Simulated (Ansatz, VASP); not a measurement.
# ZnSe (Stilleite): VASP and Ansatz over several settings

```
Se Zn
1.0
     0.00000    2.79550    2.79550
     2.79550    0.00000    2.79550
     2.79550    2.79550    0.00000
Se Zn
1 1
Direct
  0.75000 0.75000 0.75000
  0.00000 0.00000 0.00000
```

Change from the starting cell: volume scaled by 0.96.

Single points on this cell with VASP 6.6.1 and Ansatz 0.2.0. Each row is one pair of runs. Alike in all rows: spin: off; k mesh: 8 × 8 × 8; smearing: fermi-dirac, width 0.05 eV; VASP's potentials, cutoff: VASP PAW PBE potentials, release 64 (Se, Zn), 520 eV.

```csv
level,"Ansatz's potentials, cutoff","gap on the k mesh at the Fermi level (eV), VASP","gap on the k mesh at the Fermi level (eV), Ansatz","least direct gap on the mesh (eV), VASP","least direct gap on the mesh (eV), Ansatz","pressure (GPa), VASP","pressure (GPa), Ansatz"
PBE,"Ansatz PAW, 420 eV",1.46,?,1.46,?,5.3,?
PBE,"JTH PAW, 1080 eV",1.46,1.46,1.46,1.46,5.3,5.1
PBE,"SPMS NC, 816 eV",1.46,1.45,1.46,1.45,5.3,5.3
```

**Question.** Fill in what Ansatz gave in row 1.

**Answer.** gap on the k mesh at the Fermi level (eV): 1.45; least direct gap on the mesh (eV): 1.45; pressure (GPa): 5.1.
